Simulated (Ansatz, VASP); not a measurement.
**Two plane-wave programs on Sn**

```
Sn
1.0
     1.63472   -2.83433    0.00000
     1.63472    2.83433    0.00000
     0.00000    0.00000    3.06992
Sn
1
Direct
  0.00000 0.00000 0.00000
```

Alike in both runs: task relaxation of cell and atoms; functional PBE; k mesh 20 × 20 × 18; occupations gaussian, width 0.1 eV; no spin polarisation.

|  | VASP | Ansatz |
| --- | --- | --- |
| version | VASP 6.6.1 | Ansatz 0.2.0 |
| potentials or method | VASP PAW PBE potentials, release 64 (Sn_d) | scalar-relativistic, plane waves, PAW |
| plane-wave cutoff (eV) | 600 | 420 |
| valence electrons in the cell | 14 | 14 |

Ansatz gave:

- gap on the k mesh at the Fermi level, each at its own relaxed structure (eV): none
- relaxed volume (Å³/atom): 28.42
- relaxed cell length with the largest relative difference (Å): 3.069

Question: What did VASP give for the same quantities?

Answer: gap on the k mesh at the Fermi level, each at its own relaxed structure (eV): none; relaxed volume (Å³/atom): 28.41; relaxed cell length with the largest relative difference (Å): 3.069.

A gap of «none» marks a metal or a gap that the smearing closes.
